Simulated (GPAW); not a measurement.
Input of a GPAW 26.7.0 run:

Contents of run.py:

```python
from ase.calculators.mixing import SumCalculator
from ase.filters import FrechetCellFilter
from ase.io import read, write
from ase.optimize import LBFGS
from ase.units import GPa
from dftd3.ase import DFTD3
from gpaw import GPAW, PW, setup_paths

setup_paths.insert(0, '.')

atoms = read('CuO.xyz')

calc = GPAW(mode=PW(800),
            xc='PBEsol',
            kpts={'size': (6, 6, 5), 'gamma': True},
            occupations={'name': 'fermi-dirac', 'width': 0.05},
            nbands=33,
            convergence={'density': 1e-05, 'energy': 1e-05},
            maxiter=150,
            txt='gpaw.txt')
atoms.calc = SumCalculator([calc, DFTD3(method='pbesol', damping='d3zero')])
opt = LBFGS(FrechetCellFilter(atoms, scalar_pressure=2 * GPa), trajectory='relax.traj', logfile='-')
done = opt.run(fmax=0.01, steps=60)
calc.write('gs.gpw')
write('result.traj', atoms)
print('Converged:', done)
print('Cell:', atoms.cell.cellpar().round(4))
print('Volume:', round(atoms.get_volume(), 4))
print(atoms.get_scaled_positions().round(5))
```

CuO.xyz

```xyz
4
Lattice="3.4220509700 0.0000000000 0.0000000000 0.0000000000 3.4220509700 0.0000000000 0.0000000000 0.0000000000 4.2604614800" Properties=species:S:1:pos:R:3 pbc="T T T"
Cu     0.0000000000      1.7110254850      0.0000000000
Cu     1.7110254850      0.0000000000      2.1302307400
O      0.0000000000      0.0000000000      1.0651153700
O      0.0000000000      0.0000000000      3.1953461100
```

Potentials or basis: PAW data sets generated in the run's folder for this functional, pw.

Run with:

```console
$ gpaw-setup -f PBEsol Cu O
$ OMP_NUM_THREADS=1 python run.py
```

Task: What does it give for the relaxed volume?

Result: 10.52 Å³/atom.

Task: Estimate the dispersion energy per atom.

Result: -0.183 eV.

Final structure:
```cif
data_structure
_symmetry_space_group_name_H-M 'P 1'
_symmetry_Int_Tables_number 1
_cell_length_a 2.8559
_cell_length_b 2.8559
_cell_length_c 5.1601
_cell_angle_alpha 90.000
_cell_angle_beta 90.000
_cell_angle_gamma 90.000
_cell_volume 42.09
loop_
_atom_site_label
_atom_site_type_symbol
_atom_site_fract_x
_atom_site_fract_y
_atom_site_fract_z
_atom_site_occupancy
Cu1 Cu 0.00000 0.50000 0.00000 1
Cu2 Cu 0.50000 0.00000 0.50000 1
O1 O 0.00000 0.00000 0.25000 1
O2 O 0.00000 0.00000 0.75000 1
```

Caveat: with this Cu data set, volumes or pressures lay over 1.5 % or 2 GPa off other programs in two to four cells of ten; later steps reuse the first step's grids; the volume moved by over 15 % at a fixed basis, so the end points are rough; the run has no spin polarisation, though such a crystal can be magnetic; pairwise dispersion overbinds metals, which lowers pressure and volume.
